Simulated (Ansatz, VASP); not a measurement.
**C: VASP beside Ansatz**

```xyz
4
Lattice="2.4666 0.0000 0.0000 -1.2333 2.1361 0.0000 0.0000 0.0000 8.7679" Properties=species:S:1:pos:R:3 pbc="T T T"
C     0.0000    0.0000    0.0219
C     0.0000    0.0000    4.4059
C     0.0000    1.4241    0.0219
C     1.2333    0.7120    4.4059
```

Alike in both runs: functional PBE; k mesh 18 × 18 × 6; occupations gaussian, width 0.1 eV; no spin polarisation.

Ansatz relaxed the structure, and its values are those at the end. VASP's run is a single point on that final structure, the one shown.

|  | VASP | Ansatz |
| --- | --- | --- |
| version | VASP 6.6.1 | Ansatz 0.2.0 |
| potentials or method | VASP PAW PBE potentials, release 64 (C) | scalar-relativistic, plane waves, PAW |
| plane-wave cutoff (eV) | 520 | 420 |
| valence electrons in the cell | 16 | 16 |

Ansatz gave:

* gap on the k mesh at the Fermi level (eV): none
* pressure (GPa): 0.0

Question: Estimate VASP's values.

Answer: gap on the k mesh at the Fermi level (eV): none; pressure (GPa): 0.3.

A gap of «none» marks a metal or a gap that the smearing closes. The functional is the same, so the differences come from potentials, cutoffs and numerics.

Caveats: this functional lacks dispersion, which binds the layers, so the pressure and a relaxed spacing across them are unreliable.
